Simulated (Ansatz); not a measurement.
## Strain response of V

Method: DFT PBE, scalar-relativistic, plane waves, PAW (Ansatz 0.2.0). Run with 420 eV cutoff, 16×16×12 k-mesh, Gaussian smearing of 0.10 eV, no spin polarisation.

Starting point, cell and atoms relaxed:

```
CELL_PARAMETERS angstrom
1.90828 1.90828 0.00000
-1.90828 1.90828 0.00000
0.00000 0.00000 3.81656
ATOMIC_POSITIONS crystal
V 0.00000 0.00000 0.00000
V 0.50000 0.50000 0.50000
```

Deformation: all cell vectors scaled alike, the atoms relaxed, all within the symmetry that the strain leaves. Energies are extrapolated to zero smearing.

```tsv
strain (%)	ΔE (meV/atom)	a (Å)	b (Å)	c (Å)
-6.0	294.4	2.537	2.537	3.588
-4.0	123.5	2.591	2.591	3.664
-2.0	29.1	2.645	2.645	3.740
+0.0	0.0	2.699	2.699	3.817
+2.0	26.1	2.753	2.753	3.893
+4.0	98.6	2.807	2.807	3.969
+6.0	209.6	2.861	2.861	4.046
```

Q: What stiffness (1/V) d²E/dε² at zero strain does a cubic fit over all points give?

A: A cubic fit gives (1/V) d²E/dε² = 1615 GPa at zero strain (nine times the bulk modulus at fixed shape).

This fcc form isn't the element's structure at ambient conditions.